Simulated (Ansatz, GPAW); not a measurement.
# Ballistic transport through pyrimidine-2,5-dithiol between two Al chains, from relaxation to T(E)

Wanted: T(E) of pyrimidine-2,5-dithiol between two Al chains at a relaxed geometry in two programs, beside the unrelaxed structure.

Program: GPAW 26.7.0 and Ansatz 0.2.0. Level of theory: Ansatz plane waves; relaxation of the junction with the lead ends held, in the first sound run; inputs show where later runs differ. Results are calculated unless marked as measured.

Most raw output is cut from this account.

### 1. Set-up

The cell holds 24 atoms: 14 Al, 2 S, 4 C, 2 N and 2 H. Cell: a = 14.415 Å, b = 9.000 Å, c = 38.992 Å, α = 90.0°, β = 90.0°, γ = 90.0°. Regions: left lead, 7 atoms (7 Al); channel, 10 atoms (2 S, 4 C, 2 N and 2 H); right lead, 7 atoms (7 Al). Vacuum lies along a and b. The structure is stacked along c, and the current runs across the ab planes.

### 2. Relaxation

Transmission follows bond lengths closely, so the atoms between the held lead ends are relaxed first, from a slightly shaken start that lets symmetry break.

Contents of input.yaml:

```yaml
crystal:
  lattice:
    - [14.4145223817, 0.0, 0.0]
    - [0.0, 9.0, 0.0]
    - [0.0, 0.0, 38.9919256656]
  atoms:
    - { symbol: Al, position: [0.5, 0.5, 0.0307756024] }
    - { symbol: Al, position: [0.5, 0.5, 0.0923268071] }
    - { symbol: Al, position: [0.5, 0.5, 0.1538780119] }
    - { symbol: Al, position: [0.5, 0.5, 0.2154292166] }
    - { symbol: Al, position: [0.5, 0.5, 0.2769804213] }
    - { symbol: Al, position: [0.5028112218, 0.5011436353, 0.337636833] }
    - { symbol: Al, position: [0.4996106305, 0.4988684513, 0.3999076589] }
    - { symbol: S, position: [0.3581781856, 0.5092279385, 0.4202330701] }
    - { symbol: C, position: [0.3608538514, 0.5427236049, 0.4648542255] }
    - { symbol: "N", position: [0.4497581412, 0.5492600844, 0.4794117637] }
    - { symbol: "N", position: [0.2841573491, 0.5528824056, 0.4816823822] }
    - { symbol: C, position: [0.4500196492, 0.5758801932, 0.5112616139] }
    - { symbol: C, position: [0.2922385275, 0.5728049632, 0.5166354383] }
    - { symbol: H, position: [0.5220930435, 0.5861852114, 0.5221761354] }
    - { symbol: H, position: [0.2211079704, 0.5844529215, 0.5290431106] }
    - { symbol: C, position: [0.3787100496, 0.5902326152, 0.5340205374] }
    - { symbol: S, position: [0.3792128481, 0.6171288614, 0.5773844199] }
    - { symbol: Al, position: [0.502433767, 0.4981174059, 0.5996933426] }
    - { symbol: Al, position: [0.5033735885, 0.49709086, 0.6614431199] }
    - { symbol: Al, position: [0.5, 0.5, 0.7230195787] }
    - { symbol: Al, position: [0.5, 0.5, 0.7845707834] }
    - { symbol: Al, position: [0.5, 0.5, 0.8461219881] }
    - { symbol: Al, position: [0.5, 0.5, 0.9076731929] }
    - { symbol: Al, position: [0.5, 0.5, 0.9692243976] }
kpoints:
  mp_grid: { grid: [1, 1, 2] }
hamiltonian:
  xc: pbe
scf:
  occupations: { method: fermi_dirac, width: 0.1 }
relax:
  f_tol: 0.03
  max_steps: 80
  constraints: [{ sites: [0, 1, 2, 3, 4, 19, 20, 21, 22, 23] }]
```

Run with:

```
ansatz run input.yaml --threads 4 --pin off --max-ram 8192MiB --backend cpu --events-out ev --progress --plain --runs-dir out
```

Wall time 10 min (4 threads of Arm Neoverse N1, shared host); peak memory 4.7 GiB; 39 min of CPU time.

Relaxation path (22 of 26):

| step | energy less that of the first step (eV) | largest force component (eV/Å) |
| --- | --- | --- |
| 1 | 0.0000 | 4.1889 |
| 2 | -0.7838 | 1.9485 |
| 3 | -1.2112 | 0.6674 |
| 5 | -1.4810 | 0.3984 |
| 6 | -1.5483 | 0.2197 |
| 7 | -1.6030 | 0.2447 |
| 8 | -1.6522 | 0.2617 |
| 9 | -1.6928 | 0.2678 |
| 11 | -1.7757 | 0.3052 |
| 12 | -1.8270 | 0.3738 |
| 13 | -1.8789 | 0.3213 |
| 14 | -1.9259 | 0.2961 |
| 15 | -1.9646 | 0.2275 |
| 16 | -1.9954 | 0.1482 |
| 18 | -2.0482 | 0.0856 |
| 19 | -2.0690 | 0.0859 |
| 20 | -2.0866 | 0.1065 |
| 21 | -2.0998 | 0.1086 |
| 22 | -2.1081 | 0.0929 |
| 24 | -2.1129 | 0.0617 |
| 25 | -2.1137 | 0.0252 |
| 26 | -2.1137 | 0.0254 |

The atoms that moved most (Å):

| atom | dx | dy | dz | length |
| --- | --- | --- | --- | --- |
| S17 | 2.489 | -0.630 | -1.220 | 2.843 |
| H14 | 1.054 | -0.707 | -1.925 | 2.306 |
| C16 | 1.472 | -0.619 | -0.962 | 1.864 |
| H15 | 1.805 | -0.413 | 0.210 | 1.863 |
| C12 | 1.011 | -0.613 | -1.353 | 1.797 |
| C13 | 1.305 | -0.445 | -0.257 | 1.402 |
| N10 | 0.246 | -0.482 | -1.220 | 1.334 |
| Al6 | 0.221 | -1.150 | -0.012 | 1.171 |

Final coordinates:

```cif
data_structure
_symmetry_space_group_name_H-M 'P 1'
_symmetry_Int_Tables_number 1
_cell_length_a 14.4145
_cell_length_b 9.0000
_cell_length_c 38.9919
_cell_angle_alpha 90.000
_cell_angle_beta 90.000
_cell_angle_gamma 90.000
_cell_volume 5058.45
loop_
_atom_site_label
_atom_site_type_symbol
_atom_site_fract_x
_atom_site_fract_y
_atom_site_fract_z
_atom_site_occupancy
Al1 Al 0.50000 0.50000 0.03078 1
Al2 Al 0.50000 0.50000 0.09233 1
Al3 Al 0.50000 0.50000 0.15388 1
Al4 Al 0.50000 0.50000 0.21543 1
Al5 Al 0.50000 0.50000 0.27698 1
Al6 Al 0.51812 0.37333 0.33734 1
Al7 Al 0.46412 0.50872 0.39515 1
S8 S 0.31251 0.47796 0.41323 1
C9 C 0.37184 0.49458 0.45210 1
N10 N 0.46684 0.49567 0.44814 1
N11 N 0.32937 0.50912 0.48226 1
C12 C 0.52017 0.50781 0.47656 1
C13 C 0.38274 0.52339 0.51004 1
H14 H 0.59519 0.50760 0.47280 1
H15 H 0.34630 0.53851 0.53443 1
C16 C 0.48083 0.52142 0.50936 1
S17 S 0.55191 0.54708 0.54609 1
Al18 Al 0.46754 0.47109 0.59425 1
Al19 Al 0.54916 0.52959 0.65750 1
Al20 Al 0.50000 0.50000 0.72302 1
Al21 Al 0.50000 0.50000 0.78457 1
Al22 Al 0.50000 0.50000 0.84612 1
Al23 Al 0.50000 0.50000 0.90767 1
Al24 Al 0.50000 0.50000 0.96922 1
```

This step gave:

| Quantity | Value |
| --- | --- |
| free energy | -11107.3815 eV |
| smearing term TS | 0.6224 eV |
| symmetry operations | 1 |

The relaxation lowered the energy of the cell by 2.11 eV.

### 3. Plane waves, PBE

A plane-wave run comes first: its basis does not favour the atoms, so it serves as the reference for the orbital bases.

This step: Ansatz plane waves; Landauer transmission by layers, zero bias (Ansatz 0.2.0).

Contents of input.yaml:

```yaml
crystal:
  lattice:
    - [14.4145223817, 0.0, 0.0]
    - [0.0, 9.0, 0.0]
    - [0.0, 0.0, 38.9919256656]
  atoms:
    - { symbol: Al, position: [0.5, 0.5, 0.0307756024] }
    - { symbol: Al, position: [0.5, 0.5, 0.0923268071] }
    - { symbol: Al, position: [0.5, 0.5, 0.1538780119] }
    - { symbol: Al, position: [0.5, 0.5, 0.2154292166] }
    - { symbol: Al, position: [0.5, 0.5, 0.2769804213] }
    - { symbol: Al, position: [0.5181220258, 0.373327656, 0.3373391923] }
    - { symbol: Al, position: [0.4641176824, 0.5087164083, 0.3951465306] }
    - { symbol: S, position: [0.3125069714, 0.4779566899, 0.4132316395] }
    - { symbol: C, position: [0.3718381361, 0.4945825177, 0.452101237] }
    - { symbol: "N", position: [0.4668388137, 0.4956737804, 0.4481353076] }
    - { symbol: "N", position: [0.3293725506, 0.509120799, 0.4822576295] }
    - { symbol: C, position: [0.5201699978, 0.5078083797, 0.4765632891] }
    - { symbol: C, position: [0.3827448563, 0.5233949023, 0.5100401513] }
    - { symbol: H, position: [0.5951938523, 0.5075997567, 0.4728041925] }
    - { symbol: H, position: [0.3462995982, 0.5385146244, 0.5344312865] }
    - { symbol: C, position: [0.4808282353, 0.5214193609, 0.5093551019] }
    - { symbol: S, position: [0.5519099029, 0.5470798828, 0.5460945435] }
    - { symbol: Al, position: [0.4675381516, 0.4710858199, 0.5942475196] }
    - { symbol: Al, position: [0.5491577268, 0.5295911626, 0.6574974648] }
    - { symbol: Al, position: [0.5, 0.5, 0.7230195787] }
    - { symbol: Al, position: [0.5, 0.5, 0.7845707834] }
    - { symbol: Al, position: [0.5, 0.5, 0.8461219881] }
    - { symbol: Al, position: [0.5, 0.5, 0.9076731929] }
    - { symbol: Al, position: [0.5, 0.5, 0.9692243976] }
kpoints:
  mp_grid: { grid: [1, 1, 2] }
hamiltonian:
  xc: pbe
scf:
  occupations: { method: fermi_dirac, width: 0.1 }
output:
  transmission:
    leads: [[0, 1]]
    e_range: [-2, 2]
    de: 0.025
    kmesh: [1, 1]
    reduced_basis: true
  write_potential: true
  write_density: true
  volumetric_format: npy
  elf: true
```

Wall time 4.4 h (4 threads); peak memory 6.6 GiB; 15 h of CPU time.

This step gave:

* free energy: -11107.3813 eV
* lead level: 0 eV from the Fermi level
* transmission at the Fermi level (one spin): 0.02634
* open channels of the lead at the Fermi level (one spin): 2
* step of the potential along the lead: 11 meV
* offset of the lead: 0 Å
* filling of the lead less its bulk value, in size: 12.9 meV
* conductance: 0.02703 G₀

One spin. Transmission, zone mean against energy, zero at the Fermi level:

energy (eV), transmission, zone mean and a bar:
```
   -2.000       0.03 #
   -1.900       0.05 #
   -1.800       0.07 ##
   -1.700       0.01 
   -1.600       0.02 #
   -1.500       0.02 
   -1.400       0.01 
   -1.300       0.00 
   -1.200       0.00 
   -1.100       0.00 
   -1.000       0.00 
   -0.900       0.00 
   -0.800       0.00 
   -0.700       0.00 
   -0.600       0.00 
   -0.500       0.00 
   -0.400       0.00 
   -0.300       0.00 
   -0.200       0.01 
   -0.100       0.02 
    0.000       0.03 #
    0.100       0.04 #
    0.200       0.08 ##
    0.300       0.15 ####
    0.400       0.35 ##########
    0.500       0.71 ####################
    0.550       0.79 #######################
    0.600       0.71 #####################
    0.700       0.46 #############
    0.800       0.30 #########
    0.900       0.22 ######
    1.000       0.18 #####
    1.100       0.15 ####
    1.200       0.15 ####
    1.300       0.19 #####
    1.400       0.34 ##########
    1.500       0.72 #####################
    1.600       1.03 ##############################
    1.625       1.04 ##############################
    1.700       1.00 #############################
    1.800       0.93 ###########################
    1.900       0.88 #########################
    2.000       0.82 ########################
```

One spin. Table of open channels, zone mean by energy, zero at the Fermi level:

energy (eV), open channels, zone mean and a bar:
```
   -2.000       1.00 ##########
   -1.800       1.00 ##########
   -1.600       1.00 ##########
   -1.400       1.00 ##########
   -1.200       0.00 
   -1.000       0.00 
   -0.800       0.00 
   -0.600       0.00 
   -0.400       0.00 
   -0.200       2.00 ####################
    0.000       2.00 ####################
    0.200       2.00 ####################
    0.400       2.00 ####################
    0.600       2.00 ####################
    0.800       2.00 ####################
    1.000       3.00 ##############################
    1.200       3.00 ##############################
    1.400       3.00 ##############################
    1.600       3.00 ##############################
    1.800       3.00 ##############################
    2.000       3.00 ##############################
```

Crystal 0, spin -, k parallel (0, 0); distinct values, listed up to 1.5 1/Å. Table of Im kz of the slowest decaying states by energy, zero at the Fermi level:

| energy (eV) | decay 1 (Å⁻¹) | decay 2 (Å⁻¹) | decay 3 (Å⁻¹) | decay 4 (Å⁻¹) |
| --- | --- | --- | --- | --- |
| -2.000 | 0.671 | 0.673 | 1.17 | 1.26 |
| -1.800 | 0.627 | 0.630 | 1.15 | 1.24 |
| -1.600 | 0.581 | 0.583 | 1.12 | 1.22 |
| -1.400 | 0.530 | 0.533 | 1.10 | 1.20 |
| -1.200 | 0.0353 | 0.474 | 0.477 | 1.07 |
| -1.000 | 0.0786 | 0.411 | 0.414 | 1.05 |
| -0.800 | 0.0996 | 0.335 | 0.339 | 1.02 |
| -0.600 | 0.112 | 0.237 | 0.243 | 0.999 |
| -0.400 | 0.00706 | 0.0520 | 0.119 | 0.973 |
| -0.200 | 0.121 | 0.945 | 1.06 | 1.09 |
| 0.000 | 0.119 | 0.917 | 1.03 | 1.07 |
| 0.200 | 0.113 | 0.888 | 1.01 | 1.04 |
| 0.400 | 0.101 | 0.858 | 0.982 | 1.02 |
| 0.600 | 0.0838 | 0.827 | 0.955 | 0.993 |
| 0.800 | 0.0537 | 0.794 | 0.927 | 0.966 |
| 1.000 | 0.760 | 0.898 | 0.938 | 0.971 |
| 1.200 | 0.725 | 0.869 | 0.909 | 0.943 |
| 1.400 | 0.687 | 0.838 | 0.879 | 0.915 |
| 1.600 | 0.648 | 0.806 | 0.849 | 0.886 |
| 1.800 | 0.606 | 0.773 | 0.817 | 0.856 |
| 2.000 | 0.560 | 0.738 | 0.784 | 0.824 |

Crystal 0, spin -, k parallel (0, 0). Table of Re kz of states that move upwards by energy, zero at the Fermi level:

| energy (eV) | channel 1 (Å⁻¹) | channel 2 (Å⁻¹) | channel 3 (Å⁻¹) |
| --- | --- | --- | --- |
| -2.000 | 1.13 | - | - |
| -1.800 | 1.16 | - | - |
| -1.600 | 1.20 | - | - |
| -1.400 | 1.24 | - | - |
| -1.200 | - | - | - |
| -1.000 | - | - | - |
| -0.800 | - | - | - |
| -0.600 | - | - | - |
| -0.400 | - | - | - |
| -0.200 | 0.231 | 0.237 | - |
| 0.000 | 0.331 | 0.335 | - |
| 0.200 | 0.408 | 0.411 | - |
| 0.400 | 0.472 | 0.474 | - |
| 0.600 | 0.528 | 0.530 | - |
| 0.800 | 0.579 | 0.581 | - |
| 1.000 | -1.26 | 0.626 | 0.627 |
| 1.200 | -1.22 | 0.669 | 0.671 |
| 1.400 | -1.19 | 0.710 | 0.712 |
| 1.600 | -1.16 | 0.749 | 0.750 |
| 1.800 | -1.14 | 0.785 | 0.787 |
| 2.000 | -1.11 | 0.821 | 0.822 |

The electrostatic potential energy of an electron (with the applied field's), less the Fermi level, planar mean oscillates, so the rows of the table below give means over windows of 2.31 Å about each position, cut where the curve ends. Its first 14 maxima inside the range that stand out by 2 % of the span (Å: eV): 2.5: 3.99, 4.8: 3.99, 7.2: 3.98, 9.5: 3.91, 12.0: 3.84, 14.3: 3.74, 16.9: 3.35, 18.1: 2.97, 19.4: 3.19, 20.5: 3.36, 22.2: 3.59, 24.4: 3.75, 27.0: 3.81, 29.5: 3.91. Its first 14 minima: 1.2: 3.49, 3.6: 3.49, 6.1: 3.49, 8.4: 3.46, 10.8: 3.39, 13.3: 3.37, 15.9: 2.65, 17.6: 2.54, 18.6: 2.48, 19.9: 2.60, 20.9: 3.08, 23.1: 3.28, 25.7: 3.25, 28.2: 3.35.

The electrostatic potential energy of an electron (with the applied field's), less the Fermi level, planar mean by z; means over each step:

| z (Å) | electrostatic potential energy of an electron (with the applied field's), less the Fermi level, planar mean (eV) |
| --- | --- |
| 1.16 | 3.70 |
| 3.46 | 3.69 |
| 5.77 | 3.69 |
| 8.08 | 3.67 |
| 10.39 | 3.60 |
| 12.70 | 3.56 |
| 15.01 | 3.26 |
| 17.32 | 2.91 |
| 19.63 | 2.92 |
| 21.94 | 3.32 |
| 24.25 | 3.49 |
| 26.56 | 3.53 |
| 28.87 | 3.60 |
| 31.18 | 3.68 |
| 33.49 | 3.69 |
| 35.80 | 3.69 |
| 38.11 | 3.64 |

The valence density, planar mean by z:

z (Å), valence density, planar mean (e/Å³) and a bar from the least value:
```
        0     0.0110 ##
        1     0.0081 
        2     0.0107 #
        3     0.0098 #
        4     0.0089 
        5     0.0109 ##
        6     0.0079 
        7     0.0110 ##
        8     0.0089 
        9     0.0100 #
       10     0.0103 #
       11     0.0085 
       12     0.0108 ##
       13     0.0089 #
       14     0.0109 ##
       15     0.0158 ####
       16     0.0370 ###############
       17     0.0446 ###################
       18     0.0576 ##########################
       19     0.0645 ##############################
       20     0.0514 #######################
       21     0.0378 ################
       22     0.0224 ########
       23     0.0089 #
       24     0.0100 #
       25     0.0097 #
       26     0.0083 
       27     0.0093 #
       28     0.0082 
       29     0.0105 #
       30     0.0100 #
       31     0.0089 #
       32     0.0110 ##
       33     0.0079 
       34     0.0109 ##
       35     0.0088 
       36     0.0098 #
       37     0.0106 #
       38     0.0081
```

ELF in the ca plane at fractional y = 0.500, with atoms of Al and S and C and N and H within 0.2 Å of it. It is the smooth field of the valence electrons, not physical close to the nuclei.

Ten even steps from '0' (0.00 × 1e-1) to '9' (9.97 × 1e-1), each cell a mean:
```
00000000000000000000000000000000000000000000
00000000000000000000000000000000000000000000
00000000000000000000000000000000000000000000
00000000000000000000000000000000000000000000
00000000000000000000000000000000000000000000
00000000000000000000000000001221100000000000
00000000000000000111100000024554321000000000
00000000026751001455420000157888753110001122
00111000069997102788863000378999875432222344
34553100059998203789885201489987677765445677
78885211126876424675787423689844269987447888
99853467767426856876788623899962389983425996
98231488626646634653567223598764478984326997
65222234677301588520135566898631246888667887
23688634534545634775115899998510024666655555
03688558746845856999502699997410001333322222
03676347634777732688500268875200000111100011
02689987401799830022100024542000000000000000
01468886200378620000000001210000000000000000
00134553100024310000000000000000000000000000
00001110000000000000000000000000000000000000
00000000000000000000000000000000000000000000
00000000000000000000000000000000000000000000
00000000000000000000000000000000000000000000
```
Columns run along c (16.0 Å, from fractional 0.37 to 0.78 of the cell), rows up along a (14.4 Å). Atoms in or near the plane, at fractional coordinates: Al at (0.40, 0.46), S at (0.41, 0.31), C at (0.45, 0.37), N at (0.45, 0.47), N at (0.48, 0.33), C at (0.48, 0.52), H at (0.47, 0.60), C at (0.51, 0.48), Al at (0.72, 0.50).

Electrostatic potential energy in the ca plane at fractional y = 0.500, with atoms of Al and S and C and N and H within 0.2 Å of it. With pseudopotentials it is smooth inside the atoms' cores, unlike the true potential.

Ten even steps from '0' (-37 eV) to '9' (1 eV), each cell a mean:
```
99999999999999999999999999999999999999999999
99999999999999999999999999999999999999999999
99999999999999999999999999999999999999999999
99999999999999999999999999999999999999999999
99999999999999999999999999999999999999999999
99999999999999999999999999999999999999999999
99999999999999999999999999999999999999999999
99999999999999999999999999999999999999999999
99999999998889999999999999999988889999999999
99999999997127999864478999999754468998889999
99888899986214788610037888898546547876556887
87544688543000322542257544578644457854654674
74565474000445200478886455468877788864554775
85454576202787523689987444579999999987667888
98766676100466200378998877899999999999999999
99862014201000123547999999999999999999999999
99830003777411588888999999999999999999999999
99974347999999999999999999999999999999999999
99999999999999999999999999999999999999999999
99999999999999999999999999999999999999999999
99999999999999999999999999999999999999999999
99999999999999999999999999999999999999999999
99999999999999999999999999999999999999999999
99999999999999999999999999999999999999999999
```
Columns run along c (16.0 Å, from fractional 0.37 to 0.78 of the cell; values clipped at the 3rd and 97th percentile), rows up along a (14.4 Å). Atoms in or near the plane, at fractional coordinates: Al at (0.40, 0.46), S at (0.41, 0.31), C at (0.45, 0.37), N at (0.45, 0.47), N at (0.48, 0.33), C at (0.48, 0.52), H at (0.47, 0.60), C at (0.51, 0.48), Al at (0.72, 0.50).

Valence density in the ca plane at fractional y = 0.500, with atoms of Al and S and C and N and H within 0.2 Å of it. It is the smooth field of the valence electrons, not physical close to the nuclei.

Ten steps, logarithmic in the rise over the least value, from '0' (0.0 e/Å³) to '9' (3.5 e/Å³), each cell a mean:
```
00000000000000000000000000000000000000000000
00000000000000000000000000000000000000000000
00000000000000000000000000000000000000000000
00000000000000000000000000000000000000000000
00000000000000000000000000000000000000000000
00000000000000000000000000000000000000000000
00000000000000000000000000000000000000000000
00000000000000000000000000000000000001100000
00111000000000000000000000012332101234331100
22222222222221111111110000024775323466654211
43334443333333222223322212246887545677775432
43234554223443333344433345778888877777765433
43234544333443323344322457999877788755444422
33333333333322112233333446898644688643223333
11111111111111000112456656788777788764222333
00000000000000000012467777888999987775311111
00000000000000000002467677656799854443100000
00000000000000000001356765422455421100000000
00000000000000000000123432100111100000000000
00000000000000000000000100000000000000000000
00000000000000000000000000000000000000000000
00000000000000000000000000000000000000000000
00000000000000000000000000000000000000000000
00000000000000000000000000000000000000000000
```
Columns run along c (16.0 Å, from fractional 0.20 to 0.61 of the cell), rows up along a (14.4 Å). Atoms in or near the plane, at fractional coordinates: Al at (0.22, 0.50), Al at (0.28, 0.50), Al at (0.40, 0.46), S at (0.41, 0.31), C at (0.45, 0.37), N at (0.45, 0.47), N at (0.48, 0.33), C at (0.48, 0.52), H at (0.47, 0.60), C at (0.51, 0.48).

The largest of the program's own error estimates on the conductance is 11 %. T at the Fermi level is 0.0263 of 2 open channels a spin.

(Part 1 of 3 ends here.)

[Logs are printed without paths, hosts, clocks, repeated set-up lines and the standing remarks that a program may print on its own settings, such as how far it seeks lower states.]

[Hosts, paths, dates, database ids (printed as entryN), source tags and the programs' standing remarks are cut or masked in the printed files.]
